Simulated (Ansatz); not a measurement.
The calculation used DFT PBE, scalar-relativistic, plane waves, PAW in Ansatz 0.2.0. All cells share a 420 eV cutoff and Γ-centred k meshes spaced at most about 0.3 Å⁻¹ (about 0.25 or finer for metals, 2π included). No spin polarisation.

Temperature and zero-point effects are left out.

**Question.** Which of these relaxed structures of Al4Cu is the lowest in energy?
A.

```cif
data_structure
_symmetry_space_group_name_H-M 'Im-3m'
_symmetry_Int_Tables_number 229
_cell_length_a 5.6818
_cell_length_b 5.6818
_cell_length_c 5.6818
_cell_angle_alpha 90.000
_cell_angle_beta 90.000
_cell_angle_gamma 90.000
_cell_volume 183.43
loop_
_atom_site_label
_atom_site_type_symbol
_atom_site_symmetry_multiplicity
_atom_site_Wyckoff_symbol
_atom_site_fract_x
_atom_site_fract_y
_atom_site_fract_z
_atom_site_occupancy
Al1 Al 8 c 0.25000 0.25000 0.25000 1
Cu1 Cu 2 a 0.00000 0.00000 0.00000 1
```

B.

```cif
data_structure
_symmetry_space_group_name_H-M 'Immm'
_symmetry_Int_Tables_number 71
_cell_length_a 2.7359
_cell_length_b 5.9560
_cell_length_c 10.5396
_cell_angle_alpha 90.000
_cell_angle_beta 90.000
_cell_angle_gamma 90.000
_cell_volume 171.74
loop_
_atom_site_label
_atom_site_type_symbol
_atom_site_symmetry_multiplicity
_atom_site_Wyckoff_symbol
_atom_site_fract_x
_atom_site_fract_y
_atom_site_fract_z
_atom_site_occupancy
Al1 Al 8 l 0.50000 0.72387 0.86428 1
Cu1 Cu 2 a 0.00000 0.00000 0.00000 1
```

**Answer.** B. The other, A, lies 112 meV/atom higher. Forms: B Immm; A Im-3m. Counting all near atoms (those within 1.25 times the shortest distance at each site; a plus sign parts nearer from farther groups): B has Al 8, Cu 10; A has Al 2+6, Cu 8. Both come from invented guesses. The lowest form computed isn't among them: it has Al and Cu ordered on fcc sites, space group I4/mmm (No. 139), 15.3 Å³/atom and lies 97 meV/atom below the best shown.

Cells relaxed within their symmetry can be saddle points. Some candidate types were left out of the draw beforehand, so a known form may be missing.
